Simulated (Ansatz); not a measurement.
The cell is BeS built on the rocksalt prototype; cell and atoms were relaxed with r2SCAN. It is cubic, Fm-3m (No. 225); conventional cell a = 4.635 Å, 12.44 Å³ an atom. Around Be lie 6 S at 2.32 Å; around S lie 6 Be at 2.32 Å.

```cif
data_structure
_symmetry_space_group_name_H-M 'Fm-3m'
_symmetry_Int_Tables_number 225
_cell_length_a 4.6346
_cell_length_b 4.6346
_cell_length_c 4.6346
_cell_angle_alpha 90.000
_cell_angle_beta 90.000
_cell_angle_gamma 90.000
_cell_volume 99.55
loop_
_atom_site_label
_atom_site_type_symbol
_atom_site_symmetry_multiplicity
_atom_site_Wyckoff_symbol
_atom_site_fract_x
_atom_site_fract_y
_atom_site_fract_z
_atom_site_occupancy
Be1 Be 4 a 0.00000 0.00000 0.00000 1
S1 S 4 b 0.50000 0.00000 0.00000 1
```

5 runs of the plane-wave code Ansatz on this cell differ in the functional (and in the settings that go with it). Levels are in eV from each run's valence top; v1 is the last filled band, c1 the first empty one.

Run A, mean stress -1.7 GPa (compression positive):
```
     point     v2     v1    c1    c2
         Γ  -0.34  -0.34  6.42  9.88
         X  -3.48  -3.48  1.73  5.18
         U  -5.65  -2.71  3.09  8.59
         L  -0.57  -0.57  4.92  4.92
         W  -5.94  -4.28  5.93  6.68
K–Γ (0.60)  -2.23   0.00  6.38  6.67
```

Run B, mean stress -0.8 GPa (compression positive):
```
     point     v2     v1    c1    c2
         Γ  -0.34  -0.34  6.08  9.56
         X  -3.33  -3.33  1.60  5.00
         U  -5.41  -2.60  2.92  8.29
         L  -0.54  -0.54  4.67  4.67
         W  -5.69  -4.13  5.67  6.34
K–Γ (0.60)  -2.15   0.00  6.06  6.36
```

Run C, mean stress 0.0 GPa (compression positive):
```
     point     v2     v1    c1    c2
         Γ  -0.28  -0.28  6.20  9.27
         X  -3.27  -3.27  1.33  4.81
         U  -5.30  -2.56  2.68  8.08
         L  -0.55  -0.55  4.45  4.45
         W  -5.56  -4.05  5.35  6.21
K–Γ (0.60)  -2.08   0.00  5.88  6.29
```

Run D, mean stress -0.9 GPa (compression positive):
```
     point     v2     v1    c1     c2
         Γ  -0.34  -0.34  7.69  10.93
         X  -3.56  -3.56  2.69   6.21
         U  -5.79  -2.77  4.10   9.71
         L  -0.59  -0.59  5.99   5.99
         W  -6.08  -4.40  6.98   7.88
K–Γ (0.60)  -2.28   0.00  7.52   7.86
```

Run E, mean stress -1.7 GPa (compression positive):
```
     point     v2     v1    c1     c2
         Γ  -0.36  -0.36  7.12  10.61
         X  -3.51  -3.51  2.43   5.89
         U  -5.71  -2.73  3.81   9.33
         L  -0.57  -0.57  5.64   5.64
         W  -6.01  -4.34  6.67   7.42
K–Γ (0.60)  -2.27   0.00  7.11   7.39
```

Problem. Match the runs to r2SCAN, HSE06, DDH-PBE0, PBE0, r2SCAN0.

Solution. A is HSE06, B is DDH-PBE0, C is r2SCAN, D is r2SCAN0, E is PBE0. In order of the gap: r2SCAN 1.33, DDH-PBE0 1.60, HSE06 1.73, PBE0 2.43, r2SCAN0 2.69 eV. The stress vanishes for r2SCAN, which relaxed the cell.

The cell comes from a prototype generator: it can be a known phase or a hypothetical one. Spin polarisation is off.

The program warns that its thresholds are loose for a hybrid's stress.

Where an edge lies off the special points, it is a point of the mesh or the k point where a search put PBE's edge or least direct gap, reused for the other functionals, whose own edges may lie a little apart.

The meshes of the hybrids are coarse, so their gaps aren't converged to the digits shown.
